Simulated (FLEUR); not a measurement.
**BeS: single point with HSE06**

BeS:

```
CELL_PARAMETERS angstrom
0.00000 2.42500 2.42500
2.42500 0.00000 2.42500
2.42500 2.42500 0.00000
ATOMIC_POSITIONS crystal
S 0.75000 0.75000 0.75000
Be 0.00000 0.00000 0.00000
```

| Property | Result |
| --- | --- |
| Program | FLEUR MaX-R8.1 (patched build s14) |
| Task | single point |
| Functional | HSE06 |
| Potentials or basis | all-electron |
| Basis | FLAPW |
| Kmax | 4.97 1/bohr |
| k mesh | 6 × 6 × 6 |
| Occupations | fermi-dirac, width 0.05 eV |
| Spin | no spin polarisation |
| Gmax | 15.4 1/bohr |
| Muffin-tin radii | S 1.97, Be 1.71 bohr |
| lmax | S 8, Be 8 |
| lnonsphr | S 8, Be 8 |
| Local orbitals a species | S 4, Be 3 |
| Max iterations | 30 |
| Mixing factor | 0.05 |
| Mixer | Anderson |
| Mixer history | 15 |
| Density convergence | 0.0001 me/bohr^3 |

| Property | Result |
| --- | --- |
| Band gap on the k mesh | 4.06 eV, indirect (least direct gap 6.88 eV) |
| Valence electrons inside the program's atomic spheres | S 3.92; Be 2.69 (radii S 1.97, Be 1.71 bohr) |

Levels at points of the mesh, in eV from the valence-band top:
| k point | band 2 | band 3 | band 4 | band 5 | band 6 | band 7 | band 8 | band 9 | band 10 |
| --- | --- | --- | --- | --- | --- | --- | --- | --- | --- |
| (0.00, 0.00, 0.00) | -15.08 | 0.00 | 0.00 | 0.00 | 6.88 | 6.88 | 6.88 | 7.07 | 14.16 |
| (0.00, 0.00, 0.50) | -13.30 | -6.35 | -1.12 | -1.12 | 6.62 | 7.78 | 7.78 | 12.56 | 16.42 |
| (0.00, 0.50, 0.50) | -12.70 | -5.54 | -2.88 | -2.88 | 4.06 | 5.97 | 14.50 | 14.50 | 17.26 |

Core levels (eV from the Fermi level):
```csv
atom,levels
1 S,"1s1/2 -2397.5, 2s1/2 -203.7, 2p1/2 -149.3, 2p3/2 -148.0"
```

It took 15 min on 2 threads of Intel(R) Xeon(R) 6975P-C (Granite Rapids), with other jobs on the host, peak memory 0.25 GiB.

Caveat: core states are solved in the semilocal potential. A k mesh can miss the band edges.
